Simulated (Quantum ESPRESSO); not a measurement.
Runs of Quantum ESPRESSO 7.5 on GaN. Symmetry: F-43m, No. 216, cubic system. Conventional cell: a = 4.507 Å, b = 4.507 Å, c = 4.507 Å, α = 90.00°, β = 90.00°, γ = 90.00°. Ga (site symmetry -43m) has 4 N at 1.95 Å as nearest neighbours. N (site symmetry -43m) is surrounded by 4 Ga at 1.95 Å. The cell is a database's computed one.

```tsv
task	level	potentials or basis	cell	k mesh	form of the LDA correlation	q mesh	pressure (GPa)
dielectric tensor	PBE	GBRV 1.5 PBE	as given	8 × 8 × 8, shifted	-	-	5.3
dielectric tensor	LDA	GBRV 1.5 LDA	as given	8 × 8 × 8, shifted	PZ81	-	(a)
phonon dispersion	PBE	GBRV 1.5 PBE	relaxed	6 × 6 × 6, shifted	-	2 × 2 × 2	0.0
dielectric tensor	AM05	GBRV 1.5 PBE	as given	8 × 8 × 8, shifted	-	-	(b)
dielectric tensor	PBEsol	GBRV 1.5 PBEsol	as given	8 × 8 × 8, shifted	-	-	-0.7
phonon dispersion	LDA	GBRV 1.5 LDA	relaxed	6 × 6 × 6, shifted	PZ81	2 × 2 × 2	0.0
dielectric tensor	BLYP	GBRV 1.5 PBE	as given	8 × 8 × 8, shifted	-	-	11.5
dielectric tensor	WC	GBRV 1.5 PBE	as given	8 × 8 × 8, shifted	-	-	0.0
```

Alike in all rows: no spin polarisation; cutoff (eV) 762; smearing fermi-dirac 0.05 eV.

Task: Estimate the missing entries.

Result: (a) -5.8; (b) -0.3.

Caveats: the cell is more than 3 GPa from zero pressure, which shifts response properties (some runs); the potentials were made for another functional, which shifts forces and pressure (some runs).
